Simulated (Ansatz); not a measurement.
## TiO2: course of a relaxation

Computed with Ansatz, DFT r2SCAN+U, scalar-relativistic, plane waves, PAW. Run with 500 eV cutoff, 6×6×4 k-mesh, Gaussian smearing of 0.02 eV, no spin polarisation, U_eff Ti 4.0 eV on d shells.

What was changed: biaxial strain in the a-b plane, c and atoms relaxed: +1.5 %.

Command:

```bash
ansatz run input.yaml --threads 1 --pin off --max-ram 2560MiB --backend cpu --events-out ev --progress --plain --runs-dir out
```

Input:

```yaml
crystal:
  lattice:
    - [3.8535159331, 0.0, 0.0]
    - [0.0, 3.8535159331, 0.0]
    - [0.0, 0.0, 9.5752716521]
  atoms:
    - { symbol: Ti, position: [0.0, 0.0, 0.0] }
    - { symbol: Ti, position: [0.0, 0.5, 0.25] }
    - { symbol: Ti, position: [0.5, 0.5, 0.5] }
    - { symbol: Ti, position: [0.5, 0.0, 0.75] }
    - { symbol: O, position: [0.0, 0.5, 0.4561225805] }
    - { symbol: O, position: [0.0, 0.0, 0.2061225805] }
    - { symbol: O, position: [0.0, 0.5, 0.0438774195] }
    - { symbol: O, position: [0.5, 0.5, 0.2938774195] }
    - { symbol: O, position: [0.5, 0.0, 0.9561225805] }
    - { symbol: O, position: [0.5, 0.5, 0.7061225805] }
    - { symbol: O, position: [0.5, 0.0, 0.5438774195] }
    - { symbol: O, position: [0.0, 0.0, 0.7938774195] }
basis:
  ecutwfc: 500
kpoints:
  mp_grid: { grid: [6, 6, 4] }
hamiltonian:
  xc: r2scan
  hubbard: { sites: [{ species: Ti, l: d, u_eff: 4.0 }] }
scf:
  occupations: { method: gaussian, width: 0.02 }
output:
  forces: true
  stress: true
  eigenvalues: true
relax:
  adjacent_minimum: "off"
  f_tol: 0.008
  max_steps: 40
  cell: { stress_tol: 0.015, fix: [a, b, gamma] }
```

F is the free energy. Steps run on the plane waves of an earlier cell, but the last one, and at times one on the way, on a freshly chosen basis, so a repeated geometry can differ a little in energy. The held parts of the cell keep their stress, so P needn't end at zero.

Steps:

```tsv
step	F − F(1) (eV)	largest force component (eV/Å)	V (Å³/atom)	P (GPa)
1	0.0000	0.160	11.849	-3.98
2	-0.0126	0.067	11.778	-3.42
3	-0.0148	0.002	11.743	-3.23
4	-0.0141	0.002	11.743	-3.23
```

Relaxed structure:

```xyz
12
Lattice="3.8535 0.0000 0.0000 0.0000 3.8535 0.0000 0.0000 0.0000 9.4897" Properties=species:S:1:pos:R:3 pbc="T T T"
Ti    0.0000    0.0000    0.0000
Ti    0.0000    1.9268    2.3724
Ti    1.9268    1.9268    4.7448
Ti    1.9268    0.0000    7.1172
O     0.0000    1.9268    4.3484
O     0.0000    0.0000    1.9760
O     0.0000    1.9268    0.3964
O     1.9268    1.9268    2.7688
O     1.9268    0.0000    9.0932
O     1.9268    1.9268    6.7208
O     1.9268    0.0000    5.1412
O     0.0000    0.0000    7.5136
```

Symmetry: I4_1/amd, No. 141, tetragonal system. The conventional cell has a = 3.854 Å, b = 3.854 Å, c = 9.490 Å, α = 90.00°, β = 90.00°, γ = 90.00°. Around Ti (site symmetry -4m2) lie 6 O at 1.97 to 1.98 Å. O (site symmetry 2mm) has 3 Ti at 1.97 to 1.98 Å as nearest neighbours.

The run converged. It took 2.3 min on 1 thread of Arm Neoverse V2 (shared host), peak memory 1 GiB.